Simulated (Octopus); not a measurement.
# ZrS2 (P-3m1) in Octopus: equation of state

Aim: energy against volume of ZrS2 in PBEsol, for its equilibrium volume and stiffness.

Everything below comes from runs of Octopus 16.4. Logs are shortened: lines on timing, memory, paths and dates and some standing lists are left out, and cuts for length are marked.

## (1) The crystal as given

Symmetry: P-3m1, No. 164, trigonal system. Conventional cell: a = 3.691 Å, b = 3.691 Å, c = 6.041 Å, α = 90.00°, β = 90.00°, γ = 120.00°. Zr (site symmetry -3m) has 6 S at 2.57 Å as nearest neighbours. S (site symmetry 3m) is surrounded by 3 Zr at 2.57 Å.

The cell is a database's computed one.

## (2) Equation of state, PBEsol, 23.76 Å³/atom

The input, inp:

```
CalculationMode = gs
UnitsOutput = eV_Angstrom
PeriodicDimensions = 3
ExperimentalFeatures = yes
PseudopotentialSet = pseudodojo_pbesol
%LatticeParameters
 1*angstrom | 1*angstrom | 1*angstrom
%
%LatticeVectors
 3.6913825498 | 0 | 0
 -1.8456912749 | 3.1968310632 | 0
 0 | 0 | 6.04107701
%
%ReducedCoordinates
 "Zr" | 0 | 0 | 0
 "S" | 0.3333333333 | 0.6666666667 | 0.23790997
 "S" | 0.6666666667 | 0.3333333333 | 0.76209003
%
%Spacing
 0.13671787*angstrom | 0.13671787*angstrom | 0.13729720*angstrom
%
DerivativesOrder = 8
%KPointsGrid
 8 | 8 | 5
%
KPointsUseSymmetries = yes
XCFunctional = gga_x_pbe_sol + gga_c_pbe_sol
SmearingFunction = fermi_dirac
Smearing = 0.05*eV
ExtraStates = 9
Eigensolver = chebyshev_filter
ConvRelDens = 3e-7
MaximumIter = 120
%Output
 density | cube
 elf | cube
 potential | cube
%
```

Potentials or basis: pseudodojo_pbesol (PseudoDojo 0.4, PBEsol).

Run with:

```
> OMP_NUM_THREADS=1 octopus > out.log
```

out.log:

```text
Running octopus

[... 13 lines left out ...]

Input: [AllElectronType = no]
Input: [PseudopotentialSet = pseudodojo_pbesol]
Reading Coordinates from ReducedCoordinates block

****************************** Species *******************************
  Species 'Zr'
    type             : pseudopotential
    file             : 'Zr.upf'
    file format      : UPF2
    valence charge   : 12.0
    atomic number    :  40
    form on file     : kleinman-bylander
    lmax             : 2
    llocal           : -1
    projectors per l : 2
    total projectors : 6
    application form : kleinman-bylander
    orbitals         : 10
    bound orbitals   : 10

  Species 'S'
    type             : pseudopotential
    file             : 'S.upf'
    file format      : UPF2
    valence charge   : 6.0
    atomic number    :  16
    form on file     : kleinman-bylander
    lmax             : 2
    llocal           : -1
    projectors per l : 2
    total projectors : 6
    application form : kleinman-bylander
    orbitals         :  4
    bound orbitals   :  4

**********************************************************************

***************************** Symmetries *****************************
Space group No.  164
International: P-3m1
Schoenflies: D3d^3
Info: The system has    12 symmorphic symmetries that can be used.
  Index                Rotation matrix                      Fractional translations
    1 :     1   0   0     0   1   0     0   0   1      0.000000    0.000000    0.000000
    2 :    -1   0   0     0  -1   0     0   0  -1      0.000000    0.000000    0.000000
    3 :     0   1   0    -1  -1   0     0   0   1      0.000000    0.000000    0.000000
    4 :     0  -1   0     1   1   0     0   0  -1      0.000000    0.000000    0.000000
    5 :    -1  -1   0     1   0   0     0   0   1      0.000000    0.000000    0.000000
    6 :     1   1   0    -1   0   0     0   0  -1      0.000000    0.000000    0.000000
    7 :     0   1   0     1   0   0     0   0  -1      0.000000    0.000000    0.000000
    8 :     0  -1   0    -1   0   0     0   0   1      0.000000    0.000000    0.000000
    9 :     1   0   0    -1  -1   0     0   0  -1      0.000000    0.000000    0.000000
   10 :    -1   0   0     1   1   0     0   0   1      0.000000    0.000000    0.000000
   11 :    -1  -1   0     0   1   0     0   0  -1      0.000000    0.000000    0.000000
   12 :     1   1   0     0  -1   0     0   0   1      0.000000    0.000000    0.000000
Info: The system also has     0 nonsymmorphic symmetries (not used for electrons).
**********************************************************************

Input: [CurvMethod = curv_affine]
Input: [DerivativesStencil = stencil_stargeneral]

****************************** Lattice *******************************
  Lattice Vectors [A]
    3.691383    0.000000    0.000000
   -1.845691    3.196831    0.000000
    0.000000    0.000000    6.041077
  Cell volume =            71.2891 [A^3]
  Reciprocal-Lattice Vectors [A^-1]
    1.702123    0.982721   -0.000000
    0.000000    1.965442    0.000000
    0.000000   -0.000000    1.040077
  Cell angles [degree]
    alpha =   90.000
    beta  =   90.000
    gamma =  120.000
**********************************************************************

Checking if the generated full k-point grid is symmetric

    40 k-points generated from parameters :
 ---------------------------------------------------
    n =    8    8    5

    s1  =  0.00  0.00  0.50

   index |      weight  |             coordinates              |
       1 |     0.003125 |    0.000000    0.000000    0.000000  |
[... 90 lines left out ...]
Info: Pseudopotential for Zr
  Radii for localized parts:
    local part     =  1.2 A
    non-local part =  1.2 A
    orbitals       =  6.2 A

Info: Pseudopotential for S
  Radii for localized parts:
    local part     =  1.2 A
    non-local part =  1.3 A
    orbitals       =  4.6 A

Input: [RelativisticCorrection = non_relativistic]
[... 11 lines left out ...]
      Block       2 contains       4 states:       5 -       8
      Block       3 contains       4 states:       9 -      12
      Block       4 contains       4 states:      13 -      16
      Block       5 contains       4 states:      17 -      20
      Block       6 contains       1 states:      21 -      21
Info: Ground-state allocation done.
Info: Could not find 'restart/gs' directory for restart.
[... 18 lines left out ...]
** Warning:
**   Cannot do LCAO for all states because there are not enough atomic orbitals.
**   Required: 21. Available: 18. 3 orbitals will be randomized.

Info: Unnormalized total charge =     24.005254
Info: Renormalized total charge =     24.000000

** Warning:
**   Symmetrization discrepancy ratio (scalar) =  1.08821E-05

Info: Setting up Hamiltonian.
Info: Performing initial LCAO calculation with     18 orbitals.
Info: Getting Hamiltonian matrix elements.

Eigenvalues [eV]
 #st  Spin   Eigenvalue      Occupation
#k =       1, k = (  0.000000,  0.000000,  0.000000)
   1   --   -44.759739       2.000000
   2   --   -22.932357       2.000000
   3   --   -22.863051       2.000000
   4   --   -22.862967       2.000000
   5   --   -10.244875       2.000000
   6   --    -8.825877       2.000000
[... 10 lines left out ...]
  17   --     8.823383       0.000000
  18   --     9.447084       0.000000
#k =       2, k = (  0.125000,  0.000000,  0.000000)
   1   --   -44.720892       2.000000
   2   --   -22.908957       2.000000
   3   --   -22.854527       2.000000
   4   --   -22.803496       2.000000
   5   --   -10.059168       2.000000
   6   --    -8.843701       2.000000
[... 10 lines left out ...]
  17   --     9.275063       0.000000
  18   --    10.126826       0.000000
[... 38 further k-points ...]
Fermi energy =     6.531709 eV
Generating random wavefunctions for states       19 and above
Orthogonalizing wavefunctions.
Info: Ground-state restart information will be written to 'restart/gs'.
Info: SCF using complex wavefunctions.
Info: Starting SCF iteration.

** Warning:
**   Symmetrization discrepancy ratio (scalar) =  2.11108E-02

*********************** SCF CYCLE ITER #    1 ************************
 etot  = -1.97743842E+03 abs_ev   =  3.96E+01 rel_ev   =  1.52E-01
 ediff =        7.27E+01 abs_dens =  2.37E+00 rel_dens =  9.88E-02
Matrix vector products: 1000
Converged eigenvectors: 0

#  State  KPoint  Eigenvalue [eV]  Occupation    Error
      1       1      -44.763397    2.000000   ( 6.2E-06)
      1       3      -44.763396    2.000000   ( 3.4E-05)
      1       9      -44.763395    2.000000   ( 4.1E-05)
      1       2      -44.760403    2.000000   ( 4.1E-05)
      1       5      -44.760402    2.000000   ( 5.6E-05)
      1       6      -44.760402    2.000000   ( 5.7E-05)
      1      13      -44.760401    2.000000   ( 4.1E-05)
      1      14      -44.760401    2.000000   ( 4.8E-05)
[... 23 lines left out ...]
     21      33       15.862263    0.000000   ( 1.8E-01)
     21       5       15.967113    0.000000   ( 1.5E-01)
     21      15       15.982590    0.000000   ( 2.1E-01)
     21      25       15.995624    0.000000   ( 1.7E-01)
     21      38       15.998078    0.000000   ( 1.6E-01)
     21      35       16.275500    0.000000   ( 1.8E-01)
     21       1       17.569874    0.000000   ( 1.9E-01)
     21      39       17.726849    0.000000   ( 2.1E-01)

Density of states:

------------------------%---------------------------------------------
------------------------%---------------------------------------------
------------------------%---------------------------------------------
------------------------%---------------------------------------------
------------------------%-------------------------%-------------------
------------------------%--------------%---------%%%------------------
------------------------%--------------%---------%%%---%-%------------
%-----------------------%--------------%--------%%%%---%-%%%--%-------
%-----------------------%--------------%--------%%%%---%%%%%%-%%%-%---
%-----------------------%--------------%%-------%%%%%--%%%%%%%%%%%%%--
                                                     ^

Fermi energy =     3.343402 eV

**********************************************************************

*********************** SCF CYCLE ITER #    2 ************************
 etot  = -1.99178855E+03 abs_ev   =  1.25E+00 rel_ev   =  4.77E-03
 ediff =        5.27E-01 abs_dens =  9.99E-01 rel_dens =  4.16E-02
Matrix vector products: 1000
Converged eigenvectors: 0
[... 187 lines left out ...]
*********************** SCF CYCLE ITER #   18 ************************
 etot  = -1.98106681E+03 abs_ev   =  1.78E-05 rel_ev   =  6.87E-08
 ediff =        7.33E-07 abs_dens =  2.96E-07 rel_dens =  1.23E-08
Matrix vector products: 1000
Converged eigenvectors: 40

#  State  KPoint  Eigenvalue [eV]  Occupation    Error
      1       1      -45.807205    2.000000   ( 2.2E-08)
      1       3      -45.807204    2.000000   ( 2.3E-08)
      1       9      -45.807204    2.000000   ( 2.2E-08)
      1       2      -45.804612    2.000000   ( 2.3E-08)
      1       6      -45.804611    2.000000   ( 2.2E-08)
      1       5      -45.804611    2.000000   ( 2.2E-08)
      1      14      -45.804611    2.000000   ( 2.2E-08)
      1      13      -45.804611    2.000000   ( 2.2E-08)
[... 23 lines left out ...]
     21       3       13.517936    0.000000   ( 5.3E-03)
     21       2       13.529654    0.000000   ( 1.9E-02)
     21      16       13.594442    0.000000   ( 3.7E-02)
     21      40       13.662421    0.000000   ( 1.1E-02)
     21       1       13.678796    0.000000   ( 3.8E-02)
     21      31       13.742028    0.000000   ( 9.9E-03)
     21      32       13.896789    0.000000   ( 1.6E-02)
     21      33       14.034858    0.000000   ( 2.1E-02)

Density of states:

-------------------------%--------------------------------------------
-------------------------%--------------------------------------------
-------------------------%--------------------------------------------
-------------------------%--------------------------------------------
-------------------------%-----------------%--------------------------
-------------------------%-----------------%---------%%-----%---------
-------------------------%-----------------%---------%%%----%-%----%--
%------------------------%-----------------%--------%%%%---%%-%--%-%%-
%------------------------%-----------------%--------%%%%%-%%%-%%-%%%%-
%------------------------%----------------%%--------%%%%%-%%%-%%%%%%%-
                                                         ^

Fermi energy =     3.569819 eV

**********************************************************************

Info: SCF converged in   18 iterations

** Warning:
**   Some of the states are not fully converged!

Info: Number of matrix-vector products:      18000
Info: Writing output to static/

Info: Finished writing information to 'restart/gs'.

Octopus emitted 23 warnings.
```

It took 7.4 min on 1 thread of Arm Neoverse V2, shared host; peak memory 1.3 GiB.

What came out:

- Free energy: -1981.0668 eV
- Largest force: 0.140 eV/Å
- Band gap on the k mesh: 0.98 eV, indirect (least direct gap 1.58 eV)

Caveat: an odd mesh through Γ misses points on the zone boundary, where band edges often lie; this functional lacks dispersion, which binds the layers, so the pressure and a relaxed spacing across them are unreliable.

## (3) Equation of state, PBEsol, 23.29 Å³/atom (volume scaled by 0.98)

Edit inp of step 2 so:

```diff
@@ -9,5 +9,5 @@
 %LatticeVectors
- 3.6913825498 | 0 | 0
- -1.8456912749 | 3.1968310632 | 0
- 0 | 0 | 6.04107701
+ 3.6666074238 | 0 | 0
+ -1.8333037119 | 3.1753751747 | 0
+ 0 | 0 | 6.0005316473
 %
@@ -19,3 +19,3 @@
 %Spacing
- 0.13671787*angstrom | 0.13671787*angstrom | 0.13729720*angstrom
+ 0.13580027*angstrom | 0.13580027*angstrom | 0.13637572*angstrom
 %
@@ -33,6 +33 @@
 MaximumIter = 120
-%Output
- density | cube
- elf | cube
- potential | cube
-%
```

Potentials or basis: pseudodojo_pbesol (PseudoDojo 0.4, PBEsol).

Run with:

```
> OMP_NUM_THREADS=1 octopus > out.log
```

It took 7.7 min on 1 thread of Arm Neoverse V2, shared host; peak memory 1.3 GiB.

It converged, with:

```yaml
Free_energy: -1981.0808 eV
Largest_force: 0.094 eV/Å
Band_gap_on_the_k_mesh: 0.97 eV, indirect (least direct gap 1.59 eV)
```

Caveat: an odd mesh through Γ misses points on the zone boundary, where band edges often lie; this functional lacks dispersion, which binds the layers, so the pressure and a relaxed spacing across them are unreliable.

## (4) Equation of state, PBEsol, 24.24 Å³/atom (volume scaled by 1.02)

Edit inp of step 3 so:

```diff
@@ -9,5 +9,5 @@
 %LatticeVectors
- 3.6666074238 | 0 | 0
- -1.8333037119 | 3.1753751747 | 0
- 0 | 0 | 6.0005316473
+ 3.7158295043 | 0 | 0
+ -1.8579147522 | 3.2180027468 | 0
+ 0 | 0 | 6.0810853085
 %
@@ -19,3 +19,3 @@
 %Spacing
- 0.13580027*angstrom | 0.13580027*angstrom | 0.13637572*angstrom
+ 0.13762331*angstrom | 0.13762331*angstrom | 0.13820648*angstrom
 %
```

Run with:

```
> OMP_NUM_THREADS=1 octopus > out.log
```

It took 7.3 min on 1 thread of Arm Neoverse V2, shared host; peak memory 1.3 GiB.

The run converged. Its results:

- Free energy: -1981.0387 eV
- Largest force: 0.357 eV/Å
- Band gap on the k mesh: 0.99 eV, indirect (least direct gap 1.57 eV)

Caveat: an odd mesh through Γ misses points on the zone boundary, where band edges often lie; this functional lacks dispersion, which binds the layers, so the pressure and a relaxed spacing across them are unreliable.

## (5) Equation of state, PBEsol, 22.81 Å³/atom (volume scaled by 0.96)

Edit inp of step 4 so:

```diff
@@ -9,5 +9,5 @@
 %LatticeVectors
- 3.7158295043 | 0 | 0
- -1.8579147522 | 3.2180027468 | 0
- 0 | 0 | 6.0810853085
+ 3.6414928861 | 0 | 0
+ -1.8207464431 | 3.1536253471 | 0
+ 0 | 0 | 5.9594308256
 %
@@ -19,3 +19,3 @@
 %Spacing
- 0.13762331*angstrom | 0.13762331*angstrom | 0.13820648*angstrom
+ 0.13487011*angstrom | 0.13487011*angstrom | 0.13544161*angstrom
 %
@@ -33 +33,6 @@
 MaximumIter = 120
+%Output
+ density | cube
+ elf | cube
+ potential | cube
+%
```

Run with:

```
> OMP_NUM_THREADS=1 octopus > out.log
```

Run time: 7.8 min. Hardware: 1 thread of Arm Neoverse V2, shared host; peak memory 1.3 GiB.

It converged, with:

| Property | Result |
| --- | --- |
| Free energy | -1981.0781 eV |
| Largest force | 0.346 eV/Å |
| Band gap on the k mesh | 0.95 eV, indirect (least direct gap 1.60 eV) |

Caveat: an odd mesh through Γ misses points on the zone boundary, where band edges often lie; this functional lacks dispersion, which binds the layers, so the pressure and a relaxed spacing across them are unreliable.

## (6) Equation of state, PBEsol, 24.71 Å³/atom (volume scaled by 1.04)

Edit inp of step 5 so:

```diff
@@ -9,5 +9,5 @@
 %LatticeVectors
- 3.6414928861 | 0 | 0
- -1.8207464431 | 3.1536253471 | 0
- 0 | 0 | 5.9594308256
+ 3.7399589434 | 0 | 0
+ -1.8699794717 | 3.2388994541 | 0
+ 0 | 0 | 6.1205739819
 %
@@ -19,3 +19,3 @@
 %Spacing
- 0.13487011*angstrom | 0.13487011*angstrom | 0.13544161*angstrom
+ 0.13851700*angstrom | 0.13851700*angstrom | 0.13910395*angstrom
 %
```

Potentials or basis: pseudodojo_pbesol (PseudoDojo 0.4, PBEsol).

Run with:

```
> OMP_NUM_THREADS=1 octopus > out.log
```

It took 7 min on 1 thread of Arm Neoverse V2, shared host; peak memory 1.3 GiB.

The run converged. Its results:

```
Free energy            : -1980.9953 eV
Largest force          : 0.559 eV/Å
Band gap on the k mesh : 1.00 eV, indirect (least direct gap 1.56 eV)
```

Caveat: an odd mesh through Γ misses points on the zone boundary, where band edges often lie; this functional lacks dispersion, which binds the layers, so the pressure and a relaxed spacing across them are unreliable.

## (7) Equation of state, PBEsol, 22.34 Å³/atom (volume scaled by 0.94)

Edit inp of step 6 so:

```diff
@@ -9,5 +9,5 @@
 %LatticeVectors
- 3.7399589434 | 0 | 0
- -1.8699794717 | 3.2388994541 | 0
- 0 | 0 | 6.1205739819
+ 3.6160270677 | 0 | 0
+ -1.8080135339 | 3.1315713014 | 0
+ 0 | 0 | 5.9177551207
 %
@@ -19,3 +19,3 @@
 %Spacing
- 0.13851700*angstrom | 0.13851700*angstrom | 0.13910395*angstrom
+ 0.13392693*angstrom | 0.13392693*angstrom | 0.13449443*angstrom
 %
@@ -33,6 +33 @@
 MaximumIter = 120
-%Output
- density | cube
- elf | cube
- potential | cube
-%
```

Run with:

```
> OMP_NUM_THREADS=1 octopus > out.log
```

It took 8.2 min on 1 thread of Arm Neoverse V2, shared host; peak memory 1.3 GiB.

It converged, with:

* Free energy: -1981.0566 eV
* Largest force: 0.617 eV/Å
* Band gap on the k mesh: 0.94 eV, indirect (least direct gap 1.60 eV)

Caveat: an odd mesh through Γ misses points on the zone boundary, where band edges often lie; this functional lacks dispersion, which binds the layers, so the pressure and a relaxed spacing across them are unreliable.

## (8) Equation of state, PBEsol

No new run: the results of the series are fitted here.

What came out:

| Item | Value |
| --- | --- |
| Equilibrium volume | 23.13 Å³/atom |
| Bulk modulus at fixed shape and positions | 94 GPa |
| Pressure derivative of the bulk modulus | 3.3 (rough: it moves with the points fitted) |

Energy against volume, from the lowest point:
| volume (Å³/atom) | energy (meV/atom) |
| --- | --- |
| 22.337 | 8.05 |
| 22.813 | 0.88 |
| 23.288 | 0.00 |
| 23.763 | 4.64 |
| 24.238 | 14.01 |
| 24.714 | 28.48 |

Caveat: the number of grid points is fixed, so the spacing changes with the cell, which shifts volumes and moduli; the cell was scaled at fixed shape and fractional positions, which overstates the stiffness of a crystal with free parameters, most of all of layers and chains; this functional lacks dispersion, which binds the layers, so the pressure and a relaxed spacing across them are unreliable.
